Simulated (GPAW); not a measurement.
Crystal: Ru.

```
Ru
1.0
     2.70580    0.00000    0.00000
    -1.35290    2.34329    0.00000
     0.00000    0.00000    4.28190
Ru
2
Direct
  0.66667 0.33333 0.75000
  0.33333 0.66667 0.25000
```

* Program: GPAW 26.7.0
* Task: relaxation of cell and atoms
* Functional: PBEsol
* Potentials or basis: PAW data sets generated in the run's folder for this functional
* Cutoff: 600 eV
* Basis: pw
* k mesh: 8 × 8 × 5
* Occupations: fermi-dirac, width 0.05 eV
* Spin: no spin polarisation

At the start: pressure -7.5 GPa; volume 13.57 Å³/atom.

Task: Where does the relaxation end?

Result: Over 3 steps the energy falls by 6.7 meV/atom and the volume is 13.26 Å³/atom (-2.3 %); space group P6_3/mmc (No. 194, to 0.05 Å).

The path:
| step | energy change (eV) | largest force (eV/Å) | pressure (GPa) | volume (Å³) |
| --- | --- | --- | --- | --- |
| 1 | 0.0000 | 0.0000 | -7.46 | 27.15 |
| 2 | -0.0115 | 0.0000 | -3.13 | 26.78 |
| 3 | -0.0135 | 0.0000 | 0.11 | 26.53 |

Final structure:
```
Ru
1.0
     2.68617    0.00000    0.00000
    -1.34308    2.32629    0.00000
     0.00000    0.00000    4.24552
Ru
2
Direct
  0.66667 0.33333 0.75000
  0.33333 0.66667 0.25000
```

Caveat: later steps reuse the first step's grids.
